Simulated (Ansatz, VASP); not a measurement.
One calculation of TaSi2, two programs

```xyz
3
Lattice="4.3311 0.0000 0.0000 -2.1656 3.7509 0.0000 0.0000 0.0000 2.7086" Properties=species:S:1:pos:R:3 pbc="T T T"
Ta    0.0000    0.0000    1.3543
Si    0.0000    2.5006    0.0000
Si    2.1656    1.2503    0.0000
```

Alike in both runs: functional PBE; k mesh 6 × 6 × 4; occupations gaussian, width 0.1 eV; no spin polarisation.

Ansatz relaxed the structure, and its values are those at the end. VASP's run is a single point on that final structure, the one shown.

```csv
,VASP,Ansatz
version,VASP 6.6.1,Ansatz 0.2.0
potentials or method,"VASP PAW PBE potentials, release 64 (Ta_pv, Si)","scalar-relativistic, plane waves, PAW"
plane-wave cutoff (eV),520,420
valence electrons in the cell,19,21
```

|  | VASP | Ansatz | Ansatz less VASP |
| --- | --- | --- | --- |
| gap on the k mesh at the Fermi level (eV) | none | none | - |
| pressure (GPa) | 0.2 | 0.1 | -0.08 |

A gap of «none» marks a metal or a gap that the smearing closes. The two sets of potentials don't hold the same shells in valence.

Caveats: the k mesh is coarse (spacing up to 0.58 Å⁻¹), so the values aren't converged. Spin-orbit coupling is left out, which matters for the levels of Ta.
